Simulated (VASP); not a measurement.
A run of VASP 6.6.1 is set up as follows.

INCAR

```
PREC = Accurate
ENCUT = 520
EDIFF = 1E-6
ISMEAR = 0
SIGMA = 0.011
LREAL = False
LASPH = True
NELM = 60
ALGO = Fast
ISIF = 2
LWAVE = False
LCHARG = False
GGA = PE
```

Contents of KPOINTS:

```
Automatic mesh
0
Gamma
  11 11 11
```

Contents of POSCAR:

```
Au
1.0
    0.0000000000      2.0350000000      2.0350000000
    2.0350000000      0.0000000000      2.0350000000
    2.0350000000      2.0350000000      0.0000000000
Au
1
Direct
    0.0000000000      0.0000000000      0.0000000000
```

Potentials or basis: VASP PAW PBE potentials, release 64 (Au).

Run with:

```sh
$ cat potpaw_PBE.64/Au/POTCAR > POTCAR
$ mpirun -np 1 vasp_std > vasp.out
```

Q: Predict the band gap on the k mesh.

A: None (metal or under the smearing width).

Q: Predict the pressure.

A: 10.6 GPa.

Spin-orbit coupling is left out, which matters for the levels of Au.
